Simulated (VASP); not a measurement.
# TePb (Fm-3m) in VASP: a series of runs, part 2 of 3

VASP 6.6.1. The steps go on from the part before.

## 3. Single point, PBE

This run uses another cell than the first one, of 35.48 Å³/atom.

Contents of INCAR:

```
  ALGO = Normal
  EDIFF = 1E-6
  ENCUT = 500
  GGA = PE
  GGA_COMPAT = F
  ISIF = 2
  ISMEAR = 0
  LASPH = T
  LCHARG = T
  LELF = T
  LREAL = F
  LVHAR = T
  LWAVE = F
  NBANDS = 17
  NELM = 120
  PREC = Accurate
  SIGMA = 0.01
```

Contents of KPOINTS:

```
k-points
0
Gamma
  6 6 6
```

Contents of POSCAR:

```
TePb
1.0
    4.6469618704      0.0000000000      0.0000000000
    2.3234809352      4.0243870302      0.0000000000
    2.3234809352      1.3414623434      3.7942284789
Te Pb
1 1
Direct
    0.5000000000      0.5000000000      0.5000000000
    0.0000000000      0.0000000000      0.0000000000
```

Potentials or basis: VASP PAW PBE potentials, release 64 (Te, Pb_d).

Command:

```console
cat potpaw_PBE.64/Te/POTCAR potpaw_PBE.64/Pb_d/POTCAR > POTCAR
mpirun -np 1 vasp_std > vasp.out
```

OUTCAR:

```text
EDIFF = 1E-6
   ENCUT = 500
   GGA = PE
   ISIF = 2
   ISMEAR = 0
   LASPH = T
   LREAL = F
   NELM = 120
   PREC = Accurate

 ion  position               nearest neighbor table
   1  0.500  0.500  0.500-   2 3.29   2 3.29   2 3.29   2 3.29   2 3.29   2 3.29
   2  0.000  0.000  0.000-   1 3.29   1 3.29   1 3.29   1 3.29   1 3.29   1 3.29

  LATTYP: Found a face centered cubic cell.
 ALAT       =     6.5717965010

  Lattice vectors:

 A1 = (   4.6469618704,   0.0000000000,   0.0000000000)
 A2 = (   2.3234809352,   4.0243870302,   0.0000000000)
 A3 = (   2.3234809352,   1.3414623434,   3.7942284789)

Analysis of symmetry for initial positions (statically):
=====================================================================
 Subroutine PRICEL returns:
 Original cell was already a primitive cell.

 Routine SETGRP: Setting up the symmetry group for a
 face centered cubic supercell.

 Subroutine GETGRP returns: Found 48 space group operations
 (whereof 48 operations were pure point group operations)
 out of a pool of 48 trial point group operations.

The static configuration has the point symmetry O_h .

Analysis of symmetry for dynamics (positions and initial velocities):
=====================================================================
 Subroutine PRICEL returns:
 Original cell was already a primitive cell.

 Routine SETGRP: Setting up the symmetry group for a
 face centered cubic supercell.

 Subroutine GETGRP returns: Found 48 space group operations
 (whereof 48 operations were pure point group operations)
 out of a pool of 48 trial point group operations.

The dynamic configuration has the point symmetry O_h .

 Subroutine INISYM returns: Found 48 space group operations
 (whereof 48 operations are pure point group operations),
[... 100 lines left out ...]
   EMIN   =  10.00;   EMAX   =-10.00  energy-range for DOS
   EFERMI =   0.00;   METHOD = LEGACY
   ISMEAR =     0;   SIGMA  =   0.01  broadening in eV -4-tet -1-fermi 0-gaus
   EFERMI_NEDOS =   21; number of points for ismear=-14 and -15
   IALGO  =     38    algorithm
   IMIX   =      4    mixing-type and parameters
     AMIX     =   0.40;   BMIX     =  1.00
     AMIX_MAG =   1.60;   BMIX_MAG =  1.00
  volume/ion in A,a.u.               =      35.48       239.42
  Fermi-wavevector in a.u.,A,eV,Ry     =   1.073381  2.028397 15.675919  1.152148
  Thomas-Fermi vector in A             =   2.209179
   LORBIT       =      0    0 simple, 1 ext, 2 COOP (PROOUT), +10 PAW based schemes
   GGA     = PE    functional components
   LHFCALC =     F    Hartree Fock is set to
   AEXX    =    0.0000 exact exchange contribution
   IVDW    =     0    specifies the selected vdW correction
   LEPSILON=     F    determine dielectric tensor
   LRPA    =     F    only Hartree local field effects (RPA)
 non-spin polarized calculation
 Gauss-broadening in eV      SIGMA  =   0.01
  energy-cutoff  :      500.00
  volume of cell :       70.96
 maximum number of plane-waves:      1820
 NGX is ok and might be reduce to    36
   NGX = 17   NGY = 17   NGZ = 17

 number of electron      19.9999999 magnetization

 Free energy of the ion-electron system (eV)
  ---------------------------------------------------
  ext. energy  EPLUGINS =         0.00000000
  ---------------------------------------------------
  free energy    TOTEN  =        -7.52389462 eV

  energy without entropy =       -7.52389462  energy(sigma->0) =       -7.52389462

 E-fermi :   5.0294     XC(G=0):  -9.0749

 val. band max:        4.9802706368   @ k =   0.5000  -0.0000   0.0000
 cond. band min:       5.8146222912   @ k =   0.5000  -0.0000   0.0000
 fundamental gap:      0.8343516544
 Fermi energy:         5.0293973932

 k-point     1 :       0.0000    0.0000    0.0000
  band No.  band energies     occupation
      1     -11.6606      2.00000
      2     -11.6606      2.00000
      3     -11.6551      2.00000
      4     -11.6551      2.00000
      5     -11.6551      2.00000
      6      -6.6247      2.00000
[... 297 lines left out ...]
      4     -11.6416      2.00000
      5     -11.6341      2.00000
      6      -5.0159      2.00000
[... 9 lines left out ...]
     16      15.5109      0.00000
     17      16.3197      0.00000

------------------------ aborting loop because EDIFF is reached ----------------------------------------

  FORCE on cell =-STRESS in cart. coord.  units (eV):
  Direction    XX          YY          ZZ          XY          YZ          ZX
  --------------------------------------------------------------------------------------
  -------------------------------------------------------------------------------------
  Total       -0.0414599     -0.0414599     -0.0414599      0.0000000      0.0000000      0.0000000
  in kB       -0.9361516     -0.9361516     -0.9361516      0.0000000      0.0000000      0.0000000
  external PRESSURE =      -0.9361516 kB  Pullay stress =       0.0000000 kB

 VOLUME and BASIS-vectors are now :
 -----------------------------------------------------------------------------
  energy-cutoff  :      500.00
  volume of cell :       70.96
      direct lattice vectors                 reciprocal lattice vectors
     4.646961870  0.000000000  0.000000000     0.215194363 -0.124242523 -0.087852731
     2.323480935  4.024387030  0.000000000     0.000000000  0.248485047 -0.087852731
     2.323480935  1.341462343  3.794228479     0.000000000  0.000000000  0.263558193

 POSITION                                       TOTAL-FORCE (eV/Angst)
 -----------------------------------------------------------------------------------
      4.64696      2.68292      1.89711        -0.000000      0.000000      0.000000
      0.00000      0.00000      0.00000         0.000000     -0.000000      0.000000
 -----------------------------------------------------------------------------------
    total drift:                                0.000000     -0.000000     -0.000000

  FREE ENERGIE OF THE ION-ELECTRON SYSTEM (eV)
  ---------------------------------------------------
  free  energy   TOTEN  =        -7.5238946212 eV

  energy  without entropy=       -7.5238946212  energy(sigma->0) =       -7.52389462
```

OSZICAR:

```text
N       E                     dE             d eps       ncg     rms          rms(c)
DAV:   1     0.151466763552E+03    0.15147E+03   -0.88787E+03   544   0.108E+03
DAV:   2     0.257638640415E+01   -0.14889E+03   -0.14499E+03   586   0.285E+02
DAV:   3    -0.738991478674E+01   -0.99663E+01   -0.98537E+01   735   0.805E+01
DAV:   4    -0.766113618142E+01   -0.27122E+00   -0.27100E+00   743   0.151E+01
DAV:   5    -0.766922608529E+01   -0.80899E-02   -0.80896E-02   723   0.219E+00    0.300E+00
DAV:   6    -0.752547417142E+01    0.14375E+00   -0.32449E-01   773   0.379E+00    0.183E+00
DAV:   7    -0.752171299102E+01    0.37612E-02   -0.90031E-02   681   0.139E+00    0.904E-01
DAV:   8    -0.752410832371E+01   -0.23953E-02   -0.10982E-02   645   0.105E+00    0.167E-01
DAV:   9    -0.752383841675E+01    0.26991E-03   -0.18017E-03   797   0.429E-01    0.675E-02
DAV:  10    -0.752388923524E+01   -0.50818E-04   -0.18731E-04   605   0.948E-02    0.210E-02
DAV:  11    -0.752389449646E+01   -0.52612E-05   -0.37625E-05   759   0.482E-02    0.115E-02
DAV:  12    -0.752389462119E+01   -0.12473E-06   -0.21602E-06   635   0.121E-02
   1 F= -.75238946E+01 E0= -.75238946E+01  d E =-.344828E-14
```

stdout:

```text
POSCAR found type information on POSCAR TePb
 POSCAR found :  2 types and       2 ions
 scaLAPACK will be used
 LDA part: xc-table for (Slater+PW92), standard interpolation
 POSCAR, INCAR and KPOINTS ok, starting setup
 FFT: planning ... GRIDC
 FFT: planning ... GRID_SOFT
 FFT: planning ... GRID
 WAVECAR not read
 entering main loop
```

Run time: 17 s. Hardware: 1 thread of Intel Xeon 6975P-C (Granite Rapids), shared host; peak memory 0.2 GiB.

Results:

```yaml
Free_energy: -7.5239 eV
Pressure: -0.1 GPa
Band_gap_on_the_k_mesh: 0.83 eV
```

Levels at points of the mesh, in eV from the valence-band top:
```
           k point  band 6  band 7  band 8  band 9  band 10  band 11  band 12  band 13  band 14  band 15
(0.00, 0.00, 0.00)  -11.61   -5.71   -1.15   -1.15    -1.15     4.03     4.03     4.03     5.92     5.92
(0.50, 0.00, 0.00)  -10.30   -8.33   -0.73   -0.73     0.00     0.83     1.40     1.40     8.34     9.14
(0.50, 0.50, 0.00)  -10.10   -7.21   -4.10   -2.51    -2.51     3.51     5.30     5.30     6.43    10.00
```

Caveat: spin-orbit coupling is left out, which moves the levels of the heavy elements.

(Part 2 of 3 ends here.)
